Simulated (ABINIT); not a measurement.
## BN in ABINIT: convergence with smearing width

Input of the first run (smearing width 0.272 eV); the others differ in this setting and in those tied to it:

Contents of run.abi:

```
# Pseudopotentials
pp_dirpath "./"
pseudos "N.GGA_PBE-JTH.xml, B.GGA_PBE-JTH.xml"

# Structure
acell 3*1.0
rprim
     4.7395104555     0.0000000000     0.0000000000
    -2.3559419019     4.1124806520     0.0000000000
    -1.1917842768    -2.0562403259     5.7117728007
ntypat 2
znucl 7 5
natom 2
typat 1 2
xred
     0.6685060000     0.3323850000     0.9849990000
     0.9796430000     0.9834990000     0.0018060000
chkprim 0
chksymtnons 0
tolsym 1.0e-6

# Plane-wave basis
ecut 707.496042 eV
pawecutdg 48.0
pawxcdev 0
pawovlp 30

# k points
kptopt 1
ngkpt 13 13 9
nshiftk 1
shiftk 0.0 0.0 0.0

# Exchange and correlation
ixc -116133

# Bands and occupations
nband 8
occopt 6
tsmear 0.272 eV

# SCF cycle
nstep 100
tolvrs 1.0e-9

# Output
iomode 3
prtwf 0
prtden 0
prteig 0
prtebands 0
enunit 2
```

Potentials or basis: JTH PAW PBE v2.0.

Launch:

```bash
$ abinit run.abi > log 2>&1
```

The cell comes from a database or a generator and needn't be the stable form of this composition.

Hardware: 1 thread of Arm Neoverse V1, on a shared host.

| smearing width | energy less the tightest run (meV/atom) | SCF cycles | CPU time (s) | peak memory (GiB) |
| --- | --- | --- | --- | --- |
| 0.272 eV | 0.12 | 11 | 120 | 0.21 |
| 0.2 eV | 0.05 | 11 | 120 | 0.21 |
| 0.136 eV | 0.01 | 11 | 120 | 0.21 |
| 0.1 eV | 0.00 | 11 | 120 | 0.21 |
| 0.05 eV | 0.00 | 11 | 120 | 0.21 |
| 0.025 eV | 0.00 | 11 | 120 | 0.21 |
| 0.01 eV | 0.00 | 11 | 120 | 0.21 |

Against the tightest run, the energy stays within 1 meV/atom from 0.272 eV on. The tightest run that finished is the yardstick and may itself not be fully converged.

Caveat, for the tightest run too: the atomic spheres overlap.
